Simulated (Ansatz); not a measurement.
Runs of Ansatz 0.2.0 on Pb. The structure is cubic, space group Fm-3m (No. 225). Conventional cell: a = 4.950 Å, b = 4.950 Å, c = 4.950 Å, α = 90.00°, β = 90.00°, γ = 90.00°. Around Pb (site symmetry m-3m) lie 12 Pb at 3.50 Å. 

| level | gap on the mesh (eV) | pressure (GPa) | relaxed volume (Å³/atom) |
| --- | --- | --- | --- |
| RPBE | none | 0.0 | (b) |
| PBE | none | 0.0 | 31.88 |
| LDA | none | 0.0 | (a) |
| PBEsol+D3(BJ)-ATM | none | 0.0 | 28.64 |
| revPBE | none | 0.0 | 32.75 |

Alike in all rows: task relaxation of cell and atoms; potentials or basis Ansatz PAW; no spin polarisation; cell relaxed; k mesh 9 × 9 × 9; cutoff (eV) 420; smearing fermi-dirac 0.05 eV.

Question: Fill in the values left out.

Answer: (a) 29.01; (b) 33.12.

Caveats: the plane-wave basis is chosen anew once the cell has moved, so the energies of steps on either side of that aren't comparable; the PAW data sets come from PBE, with cores solved anew for the run's functional, which leaves a small shift of forces and pressure (some runs); pairwise dispersion overbinds metals, which lowers pressure and volume (some runs).

A k mesh can miss the band edges, and the runs leave out spin-orbit coupling on Pb.

A gap of «none» marks a metal or a gap under the smearing width.
